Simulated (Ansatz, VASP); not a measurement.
Al: VASP beside Ansatz

```
Al
1.0
     2.60470    0.00000    0.00000
    -1.30235    2.25574    0.00000
     0.00000    0.00000   11.17750
Al
4
Direct
  0.00000 0.00000 0.00000
  0.33333 0.66667 0.25000
  0.00000 0.00000 0.50000
  0.66667 0.33333 0.75000
```

Alike in both runs: task single point; functional PBEsol; dispersion D3(BJ); k mesh 18 × 18 × 6; occupations gaussian, width 0.15 eV; no spin polarisation.

```csv
,VASP,Ansatz
version,VASP 6.6.1,Ansatz 0.2.0
potentials or method,"VASP PAW PBE potentials, release 64 (Al)","scalar-relativistic, plane waves, PAW"
plane-wave cutoff (eV),520,420
valence electrons in the cell,12,12
```

VASP gave:

| Property | Result |
| --- | --- |
| gap on the k mesh at the Fermi level (eV) | none |
| pressure (GPa) | 4.3 |
| largest component of the traceless stress (GPa) | 16.72 |

Q: What did Ansatz give for the same quantities?

A: gap on the k mesh at the Fermi level (eV): none; pressure (GPa): 4.2; largest component of the traceless stress (GPa): 16.59.

A gap of «none» marks a metal or a gap that the smearing closes. Ansatz warned: «pseudo_functional_mismatch».

Caveats: the PAW data sets were made with another functional, which shifts forces and pressure a little (VASP); pairwise dispersion overbinds metals, which lowers pressure and volume.
